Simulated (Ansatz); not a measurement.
# Cd9S8: the cost of one run

Computed with Ansatz 0.2.0 (DFT PBEsol, scalar-relativistic, plane waves, PAW, unless a step's input says otherwise).

1 further run of the same task is left out (it didn't finish).

## Step 1: The starting structure

The structure is cubic, space group F-43m (No. 216). Conventional cell: a = 5.824 Å, b = 5.824 Å, c = 5.824 Å, α = 90.00°, β = 90.00°, γ = 90.00°. Cd (site symmetry -43m) is surrounded by 4 S at 2.52 Å. Around S (site symmetry -43m) lie 4 Cd at 2.52 Å.

Coordinates:

```xyz
2
Lattice="0.0000 2.9119 2.9119 2.9119 0.0000 2.9119 2.9119 2.9119 0.0000" Properties=species:S:1:pos:R:3 pbc="T T T"
Cd    0.0000    0.0000    0.0000
S     1.4560    1.4560    1.4560
```

It goes back to an entry of the Materials Project.

It is the result of an earlier relaxation at this level (volume 24.69 Å³/atom; gap on the mesh: 1.01 eV).

## Step 2: Relaxing the first end

The supercell's rows are 0 -2 2; 0 0 2; -2 0 2 in vectors of the relaxed cell. Atom 17 is the Cd that will move.

The input, input.yaml:

```yaml
crystal:
  lattice:
    - [0.0, 5.8238935687, -5.8238935687]
    - [5.8238935687, 5.8238935687, 0.0]
    - [5.8238935687, 0.0, -5.8238935687]
  atoms:
    - { symbol: Cd, position: [0.5, 0.5, 0.0] }
    - { symbol: Cd, position: [0.5, 0.0, 0.0] }
    - { symbol: Cd, position: [1.0, 0.5, 0.0] }
    - { symbol: Cd, position: [1.0, 0.0, 0.0] }
    - { symbol: Cd, position: [0.5, 0.5, 0.5] }
    - { symbol: Cd, position: [0.5, 0.0, 0.5] }
    - { symbol: Cd, position: [1.0, 0.5, 0.5] }
    - { symbol: Cd, position: [1.0, 0.0, 0.5] }
    - { symbol: S, position: [0.375, 0.375, 0.375] }
    - { symbol: S, position: [0.375, 0.875, 0.375] }
    - { symbol: S, position: [0.875, 0.375, 0.375] }
    - { symbol: S, position: [0.875, 0.875, 0.375] }
    - { symbol: S, position: [0.375, 0.375, 0.875] }
    - { symbol: S, position: [0.375, 0.875, 0.875] }
    - { symbol: S, position: [0.875, 0.375, 0.875] }
    - { symbol: S, position: [0.875, 0.875, 0.875] }
    - { symbol: Cd, position: [0.7499577476, 0.7433773376, 0.7395836674] }
basis:
  ecutwfc: 420
  xc_grid: 2
kpoints:
  mp_grid: { grid: [2, 2, 2], shift: [0.0, 0.0, 0.0] }
hamiltonian:
  xc: pbesol
scf:
  occupations: { method: gaussian, width: 0.02 }
output:
  forces: true
  stress: false
  eigenvalues: true
  write_density: true
  write_potential: true
  elf: true
  volumetric_format: npy
relax:
  adjacent_minimum: "off"
  f_tol: 0.02
  max_steps: 60
```

Started as:

```sh
$ ansatz run input.yaml --threads 4 --pin off --max-ram 8192MiB --backend cpu --events-out ev --progress --plain --runs-dir out
```

**Question.** How long does this run take on 4 threads of Intel Xeon 6975P-C (Granite Rapids), shared host, and how much memory does it need?

About 21 s, with a peak of 1.4 GiB.
